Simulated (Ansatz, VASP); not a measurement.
# CaS (Oldhamite): VASP beside Ansatz

```
Ca S
1.0
     0.00000    2.89876    2.89876
     2.89876    0.00000    2.89876
     2.89876    2.89876    0.00000
Ca S
1 1
Direct
  0.00000 0.00000 0.00000
  0.50000 0.50000 0.50000
```

Change from the starting cell: volume scaled by 1.06.

Alike in both runs: task single point; functional PBE; k mesh 8 × 8 × 8; occupations fermi-dirac, width 0.05 eV; no spin polarisation.

```csv
,VASP,Ansatz
version,VASP 6.6.1,Ansatz 0.2.0
potentials or method,"VASP PAW PBE potentials, release 64 (Ca_sv, S)",Ansatz PAW
plane-wave cutoff (eV),520,420
valence electrons in the cell,16,16
```

```csv
,VASP,Ansatz,Ansatz less VASP
gap on the k mesh at the Fermi level (eV),2.47,2.47,+0.004
least direct gap on the mesh (eV),3.24,3.24,+0.004
pressure (GPa),-2.2,-2.3,-0.12
```

A k mesh can miss the band edges.
